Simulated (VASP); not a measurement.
# KF (Carobbiite): relaxation of cell and atoms with PBEsol

KF (Carobbiite):

```
K F
1.0
     0.00000    2.67185    2.67185
     2.67185    0.00000    2.67185
     2.67185    2.67185    0.00000
K F
1 1
Direct
  0.00000 0.00000 0.00000
  0.50000 0.50000 0.50000
```

```yaml
Program: VASP 6.6.1
Task: relaxation of cell and atoms
Functional: PBEsol
Potentials_or_basis: VASP PAW PBE potentials, release 64 (K_sv, F)
Cutoff: 600 eV
k_mesh: 10 × 10 × 10
Occupations: gaussian, width 0.03 eV
Spin: no spin polarisation
Further_INCAR_settings: ALGO = Normal; EDIFF = 1e-06; IBRION = 2; EDIFFG = -0.01; NSW = 90; ISIF = 3
```

* Relaxed volume: 18.73 Å³/atom
* Relaxed cell: a = 3.756 Å, b = 3.756 Å, c = 3.756 Å, α = 60.00°, β = 60.00°, γ = 60.00°
* Space group after relaxing (to 0.05 Å): Fm-3m (No. 225)
* Energy gained by relaxing: 0.8 meV/atom
* Ionic steps: 3
* Pressure after relaxing: -0.1 GPa
* Band gap on the k mesh: 6.12 eV, direct

The path:
| step | energy change (eV) | largest force (eV/Å) | pressure (GPa) | volume (Å³) |
| --- | --- | --- | --- | --- |
| 1 | 0.0000 | 0.0000 | -0.62 | 38.15 |
| 2 | -0.0012 | 0.0000 | -0.31 | 37.74 |
| 3 | -0.0015 | 0.0000 | -0.07 | 37.47 |

Final structure:
```
K F
1.0
     0.00000    2.65590    2.65590
     2.65590    0.00000    2.65590
     2.65590    2.65590    0.00000
K F
1 1
Direct
  0.00000 0.00000 0.00000
  0.50000 0.50000 0.50000
```

Levels at points of the mesh, in eV from the valence-band top:
| k point | band 4 | band 5 | band 6 | band 7 | band 8 | band 9 | band 10 | band 11 | band 12 |
| --- | --- | --- | --- | --- | --- | --- | --- | --- | --- |
| (0.00, 0.00, 0.00) | -9.21 | -9.21 | 0.00 | 0.00 | 0.00 | 6.12 | 10.68 | 10.68 | 10.68 |
| (0.50, 0.00, 0.00) | -9.25 | -9.25 | -0.83 | -0.37 | -0.37 | 9.05 | 10.59 | 12.13 | 12.13 |
| (0.50, 0.50, 0.00) | -9.44 | -9.44 | -0.20 | -0.05 | -0.05 | 8.11 | 10.34 | 11.80 | 13.70 |

Run time: 29 s on 1 thread of Intel(R) Xeon(R) 6975P-C (Granite Rapids), on a shared host, peak memory 0.19 GiB.

Caveat: the PAW data sets were made with another functional, which shifts forces and pressure a little. A k mesh can miss the band edges.
